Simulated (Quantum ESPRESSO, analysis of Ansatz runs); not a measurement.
# SnO2 (P4_2/mnm), nudged elastic band: V_O hop (2.6 Å) (q = +2) (Quantum ESPRESSO), part 2 of 3

Wanted: path and barrier of a jump of O in SnO2 (P4_2/mnm) at charge +2. The case: V_O hop (2.6 Å), in a cell of 72 host atoms with 1 O taken out.

Quantum ESPRESSO 7.5; Quantum ESPRESSO plane-wave DFT, PBEsol, GBRV 1.5 PBEsol potentials; nudged elastic band between two relaxed defect structures at fixed charge in a uniform background.

So far: Starting point; Relaxation of the start point, charge +2.

### 3. Relaxation of the end point, charge +2

Level of this step: Quantum ESPRESSO plane-wave DFT, PBEsol, GBRV 1.5 PBEsol potentials; relaxation of all atoms of a defect supercell at fixed charge in a uniform background (Quantum ESPRESSO).

The end point is relaxed in the same cell and settings, so that the two energies compare. Atoms more than 3.2 Å from the middle of the hop start where the first relaxation left them, the nearer ones on or close to their ideal places, with small random displacements. A width of 0.01 eV lets levels that lie close at the Fermi energy share an electron.

A first try with fixed occupations did not converge, so this run has a small smearing.

File pw.in:

```
&CONTROL
  calculation = 'relax'
  prefix = 'pwscf'
  outdir = './tmp'
  pseudo_dir = './pseudo'
  tprnfor = .true.
  disk_io = 'low'
  nstep = 70
  forc_conv_thr = 0.0012
  etot_conv_thr = 0.0001
/
&SYSTEM
  ibrav = 0
  nat = 71
  ntyp = 2
  ecutwfc = 36
  ecutrho = 288
  nbnd = 312
  occupations = 'smearing'
  smearing = 'fd'
  degauss = 0.00073499
  tot_charge = 2
  nosym = .true.
/
&ELECTRONS
  conv_thr = 7d-08
  electron_maxstep = 100
  mixing_beta = 0.5
/
&IONS
  ion_dynamics = 'bfgs'
/
ATOMIC_SPECIES
Sn   118.7100 sn_pbesol_v1.4.uspp.F.UPF
O     15.9990 o_pbesol_v1.2.uspp.F.UPF
CELL_PARAMETERS angstrom
   9.5069026602    0.0000000000    0.0000000000
   0.0000000000    9.5069026602    0.0000000000
   0.0000000000    0.0000000000    9.6255372701
ATOMIC_POSITIONS crystal
Sn     0.2489805816    0.2503853119    0.1663357652
Sn     0.0060226647   -0.0060873030    0.0000393775
[... 4 atom lines left out ...]
Sn     0.2483388364    0.2498259415    0.5003597032
[... 4 atom lines left out ...]
O      0.3469272730    0.3459336999    0.3330216457
[... 5 atom lines left out ...]
O      0.3461232732    0.3473359024    0.6661393027
[... 3 atom lines left out ...]
O      0.4055380262    0.5934660424    0.1689880909
[... 10 atom lines left out ...]
O      0.4045862444    0.5944359136    0.8318618955
[... 8 atom lines left out ...]
Sn     0.7499202335    0.2501833241    0.5005833789
[... 1 atom line left out ...]
O      0.4039878140    0.5969130472    0.4996994447
[... 15 atom lines left out ...]
Sn     0.7502190144    0.7504645203    0.4990316478
Sn     0.4990845318    0.5005036278    0.3332135767
[... 2 atom lines left out ...]
O      0.6527075598    0.6540328918    0.3335291774
[... 2 atom lines left out ...]
Sn     0.5004139321    0.5009298121    0.6664043565
[... 2 atom lines left out ...]
O      0.6531629902    0.6520422756    0.6664357394
O      0.8454266605    0.8468153565    0.6668075119
K_POINTS gamma
```

Command:

```console
> OMP_NUM_THREADS=1 mpirun -n 8 pw.x -in pw.in > pw.out
```

What it wrote:

```text
[shortened: banners, details of potentials and solvers, and blank lines are left out]
[banner, memory and clock lines left out]
     gamma-point specific algorithms are used
     one sub-group per band group will be used
     bravais-lattice index     =            0
     lattice parameter (alat)  =      17.9654  a.u.
     unit-cell volume          =    5870.8323 (a.u.)^3
     number of atoms/cell      =           71
     number of atomic types    =            2
     number of electrons       =       616.00
     number of Kohn-Sham states=          312
     kinetic-energy cutoff     =      36.0000  Ry
     charge density cutoff     =     288.0000  Ry
     scf convergence threshold =      7.0E-08
     mixing beta               =       0.5000
     number of iterations used =            8  plain     mixing
     energy convergence thresh.=      1.0E-04
     force convergence thresh. =      1.2E-03
     Exchange-correlation= SLA  PW   PSX  PSC
                           (   1   4  10   8   0   0   0)
     nstep                     =           70
     crystal axes: (cart. coord. in units of alat)
               a(1) = (   1.000000   0.000000   0.000000 )
               a(2) = (   0.000000   1.000000   0.000000 )
               a(3) = (   0.000000   0.000000   1.012479 )
     PseudoPot. # 1 for Sn read from file:
     sn_pbesol_v1.4.uspp.F.UPF
     Pseudo is Ultrasoft + core correction, Zval = 14.0
[...]
PseudoPot. # 2 for O  read from file:
     o_pbesol_v1.2.uspp.F.UPF
     Pseudo is Ultrasoft + core correction, Zval =  6.0
[...]
atomic species   valence    mass     pseudopotential
     Sn               14.00   118.71000     Sn( 1.00)
     O                 6.00    15.99900     O ( 1.00)
     No symmetry found
     site n.     atom                  positions (alat units)
         1        Sn     tau(   1) = (   0.2489806   0.2503853   0.1684114  )
         2        Sn     tau(   2) = (   0.0060227  -0.0060873   0.0000399  )
         3        O      tau(   3) = (   0.0970009   0.4042123   0.1694856  )
         4        O      tau(   4) = (   0.4010116   0.0956358   0.1705690  )
         5        O      tau(   5) = (   0.1538100   0.1512202   0.0000281  )
         6        O      tau(   6) = (   0.3468299   0.3468347  -0.0000072  )
         7        Sn     tau(   7) = (   0.2483388   0.2498259   0.5066036  )
         8        Sn     tau(   8) = (  -0.0045805   0.0046381   0.3356877  )
[...]
number of k points=     1  Fermi-Dirac smearing, width (Ry)=  0.0007
                       cart. coord. in units 2pi/alat
        k(    1) = (   0.0000000   0.0000000   0.0000000), wk =   2.0000000
     Dense  grid:   242310 G-vectors     FFT dimensions: ( 100, 100, 100)
     Smooth grid:    85691 G-vectors     FFT dimensions: (  72,  72,  72)
     Check: negative core charge=   -0.000002
     starting charge     593.9989, renormalised to     616.0000
     Self-consistent Calculation
     iteration #  1     ecut=    36.00 Ry     beta= 0.50
     total energy              =   -5325.66334434 Ry
     estimated scf accuracy    <      19.03103707 Ry
     iteration #  2     ecut=    36.00 Ry     beta= 0.50
     total energy              =   -5330.97105284 Ry
     estimated scf accuracy    <       4.31852158 Ry
     iteration #  3     ecut=    36.00 Ry     beta= 0.50
     total energy              =   -5331.61435179 Ry
     estimated scf accuracy    <       0.64411576 Ry
[...]
estimated scf accuracy    <       0.00930987 Ry
     iteration # 10     ecut=    36.00 Ry     beta= 0.50
     total energy              =   -5331.72557472 Ry
     estimated scf accuracy    <       0.00471813 Ry
[... 134 further cycles ...]
     iteration #  7     ecut=    36.00 Ry     beta= 0.50
     total energy              =   -5331.86358642 Ry
     estimated scf accuracy    <          2.0E-09 Ry
     iteration #  8     ecut=    36.00 Ry     beta= 0.50
     End of self-consistent calculation
          k = 0.0000 0.0000 0.0000 ( 10712 PWs)   bands (ev):
   -12.1364 -12.0709 -12.0397 -11.9774 -11.8607 -11.8400 -11.7142 -11.6390
   -11.6121 -11.6094 -11.5944 -11.5903 -11.5834 -11.5627 -11.5396 -11.5370
   -11.5332 -11.4895 -11.4543 -11.4243 -11.4214 -11.4167 -11.4086 -11.3749
   -11.3744 -11.3504 -11.3348 -11.3123 -11.3023 -11.2569 -11.2390 -11.2383
   -11.2150 -11.1947 -11.1805 -11.1657 -11.1472 -11.1415 -11.1251 -11.0953
   -11.0513 -11.0322 -10.9852 -10.9580 -10.9460 -10.9020 -10.8968 -10.8946
   -10.8772 -10.8684 -10.8547 -10.8540 -10.8416 -10.8371 -10.8369 -10.8165
   -10.8055 -10.7988 -10.7980 -10.7909 -10.7870 -10.7767 -10.7763 -10.7649
[...]
the Fermi energy is     9.5413 ev
!    total energy              =   -5331.86358642 Ry
     estimated scf accuracy    <          2.5E-10 Ry
     smearing contrib. (-TS)   =      -0.00000000 Ry
     internal energy E=F+TS    =   -5331.86358642 Ry
     The total energy is F=E-TS. E is the sum of the following terms:
     one-electron contribution =   -1644.23369635 Ry
     hartree contribution      =    1296.91185602 Ry
     xc contribution           =   -1365.13393946 Ry
     ewald contribution        =   -3619.40780663 Ry
     convergence has been achieved in   8 iterations
     Forces acting on atoms (cartesian axes, Ry/au):
     atom    1 type  1   force =     0.00015676   -0.00050610   -0.00037708
     atom    2 type  1   force =     0.00011979   -0.00003080   -0.00006618
     atom    3 type  2   force =     0.00028252   -0.00015008    0.00006627
     atom    4 type  2   force =     0.00023501    0.00003678    0.00002619
     atom    5 type  2   force =    -0.00016128    0.00005869    0.00009196
     atom    6 type  2   force =     0.00007579    0.00035230   -0.00005112
     atom    7 type  1   force =    -0.00015504   -0.00022353   -0.00009293
     atom    8 type  1   force =    -0.00054199    0.00055241   -0.00022642
[...]
Total force =     0.005119     Total SCF correction =     0.000064
     Energy error            =      6.1E-05 Ry
     Gradient error          =      1.5E-03 Ry/Bohr
     number of scf cycles    =  16
     number of bfgs steps    =  15
     energy             old  =   -5331.8635258426 Ry
     energy             new  =   -5331.8635864223 Ry
     CASE: energy            _new < energy            _old
     new trust radius        =       0.0040358664 bohr
     new conv_thr            =       0.0000000007 Ry
ATOMIC_POSITIONS (crystal)
Sn               0.2505350821        0.2486192516        0.1662535528
Sn              -0.0053312373        0.0052635292       -0.0000309509
O                0.0956295490        0.4004467230        0.1684488513
O                0.4039981758        0.0962218797        0.1673754882
O                0.1515986011        0.1533748510       -0.0000445598
O                0.3473570455        0.3463073892       -0.0000266319
Sn               0.2496636989        0.2487267992        0.4999718205
Sn               0.0050770769       -0.0051287538        0.3314990127
[...]
Check: negative core charge=   -0.000002
     Self-consistent Calculation
     iteration #  1     ecut=    36.00 Ry     beta= 0.50
     total energy              =   -5331.86361497 Ry
     estimated scf accuracy    <       0.00002582 Ry
     iteration #  2     ecut=    36.00 Ry     beta= 0.50
     total energy              =   -5331.86361803 Ry
     estimated scf accuracy    <       0.00000338 Ry
     iteration #  3     ecut=    36.00 Ry     beta= 0.50
     total energy              =   -5331.86361874 Ry
     estimated scf accuracy    <       0.00000052 Ry
[...]
estimated scf accuracy    <       0.00000003 Ry
     iteration #  6     ecut=    36.00 Ry     beta= 0.50
     total energy              =   -5331.86361888 Ry
     estimated scf accuracy    <          2.9E-09 Ry
     iteration #  7     ecut=    36.00 Ry     beta= 0.50
     total energy              =   -5331.86361888 Ry
     estimated scf accuracy    <          2.3E-09 Ry
     iteration #  8     ecut=    36.00 Ry     beta= 0.50
     End of self-consistent calculation
          k = 0.0000 0.0000 0.0000 ( 10712 PWs)   bands (ev):
   -12.1335 -12.0705 -12.0397 -11.9769 -11.8589 -11.8394 -11.7144 -11.6389
   -11.6119 -11.6099 -11.5951 -11.5902 -11.5842 -11.5634 -11.5405 -11.5367
   -11.5339 -11.4894 -11.4540 -11.4239 -11.4211 -11.4171 -11.4076 -11.3754
   -11.3745 -11.3499 -11.3335 -11.3123 -11.3025 -11.2556 -11.2388 -11.2370
   -11.2153 -11.1939 -11.1792 -11.1645 -11.1464 -11.1401 -11.1238 -11.0949
   -11.0515 -11.0321 -10.9854 -10.9578 -10.9462 -10.9021 -10.8972 -10.8952
   -10.8777 -10.8690 -10.8549 -10.8545 -10.8419 -10.8370 -10.8367 -10.8159
   -10.8059 -10.7992 -10.7990 -10.7920 -10.7872 -10.7769 -10.7764 -10.7652
[...]
the Fermi energy is     9.5434 ev
!    total energy              =   -5331.86361888 Ry
     estimated scf accuracy    <          2.9E-10 Ry
     smearing contrib. (-TS)   =      -0.00000000 Ry
     internal energy E=F+TS    =   -5331.86361888 Ry
     The total energy is F=E-TS. E is the sum of the following terms:
     one-electron contribution =   -1644.39975663 Ry
     hartree contribution      =    1296.99462878 Ry
     xc contribution           =   -1365.13466575 Ry
     ewald contribution        =   -3619.32382528 Ry
     convergence has been achieved in   8 iterations
     Forces acting on atoms (cartesian axes, Ry/au):
     atom    1 type  1   force =     0.00006030   -0.00044172   -0.00017172
     atom    2 type  1   force =     0.00017883   -0.00011759   -0.00006443
     atom    3 type  2   force =     0.00031600   -0.00017992   -0.00014968
     atom    4 type  2   force =     0.00014772    0.00001324    0.00001612
     atom    5 type  2   force =    -0.00020881   -0.00029247    0.00008700
     atom    6 type  2   force =    -0.00014741    0.00011920   -0.00004447
     atom    7 type  1   force =     0.00015507    0.00014800   -0.00004300
     atom    8 type  1   force =    -0.00039505    0.00037748   -0.00022929
[...]
Total force =     0.003349     Total SCF correction =     0.000068
     Energy error            =      3.2E-05 Ry
     Gradient error          =      6.1E-04 Ry/Bohr
     bfgs converged in  17 scf cycles and  16 bfgs steps
     (criteria: energy <  1.0E-04 Ry, force <  1.2E-03 Ry/Bohr)
     End of BFGS Geometry Optimization
     Final energy             =   -5331.8636188767 Ry
Begin final coordinates
ATOMIC_POSITIONS (crystal)
Sn               0.2505350821        0.2486192516        0.1662535528
Sn              -0.0053312373        0.0052635292       -0.0000309509
O                0.0956295490        0.4004467230        0.1684488513
O                0.4039981758        0.0962218797        0.1673754882
O                0.1515986011        0.1533748510       -0.0000445598
O                0.3473570455        0.3463073892       -0.0000266319
Sn               0.2496636989        0.2487267992        0.4999718205
Sn               0.0050770769       -0.0051287538        0.3314990127
[...]
End final coordinates
```

The job ended after 7.6 min (8 MPI ranks of Arm Neoverse V2, shared host; peak memory 1.9 GiB).

The steps of the relaxation:

| step | energy less that of the first step (eV) |
| --- | --- |
| 0 | 0.0000 |
| 1 | -0.7679 |
| 2 | -1.2209 |
| 3 | -1.4931 |
| 4 | -1.6306 |
| 5 | -1.7209 |
| 6 | -1.7842 |
| 7 | -1.8267 |
| 8 | -1.8491 |
| 9 | -1.8597 |
| 10 | -1.8660 |
| 11 | -1.8703 |
| 12 | -1.8728 |
| 13 | -1.8743 |
| 14 | -1.8754 |
| 15 | -1.8762 |
| 16 | -1.8767 |

The atoms that moved most (Å):

| atom | dx | dy | dz | length |
| --- | --- | --- | --- | --- |
| Sn25 | 0.166 | -0.169 | -0.011 | 0.237 |
| Sn42 | 0.162 | -0.164 | -0.006 | 0.230 |
| Sn67 | -0.120 | 0.107 | 0.141 | 0.214 |
| Sn61 | -0.107 | 0.111 | -0.139 | 0.207 |
| O27 | 0.113 | -0.114 | 0.000 | 0.161 |
| O45 | 0.112 | -0.113 | -0.001 | 0.159 |
| Sn2 | -0.108 | 0.108 | -0.001 | 0.153 |
| O22 | -0.065 | 0.073 | -0.117 | 0.153 |

Neighbours of O44 at the end:

| atom | distance (Å) |
| --- | --- |
| Sn61 | 2.007 |
| Sn67 | 2.007 |
| Sn25 | 2.186 |
| O18 | 2.831 |
| O12 | 2.831 |
| O70 | 2.832 |
| O64 | 2.832 |
| O29 | 2.951 |
| O35 | 2.951 |
| O28 | 2.951 |
| O34 | 2.951 |

Numbers from this step:

```
highest filled level                                                                              : 9.142 eV
lowest empty level                                                                                : 9.846 eV
r.m.s. move of the farther half of the atoms                                                      : 0.03734 Å
largest move from the ideal geometry of this structure, a common shift of the far atoms taken out : 0.2385 Å
```

The relaxation gained 1.877 eV and ended with a largest force component of 0.016 eV/Å. The end lies within 1 meV of the start.

[end of part 2 of 3]

[Logs are printed without paths, hosts, clocks, repeated set-up lines and the standing remarks that a program may print on its own settings, such as how far it seeks lower states.]

[Hosts, paths, dates, database ids (printed as entryN), source tags and the programs' standing remarks are cut or masked in the printed files.]
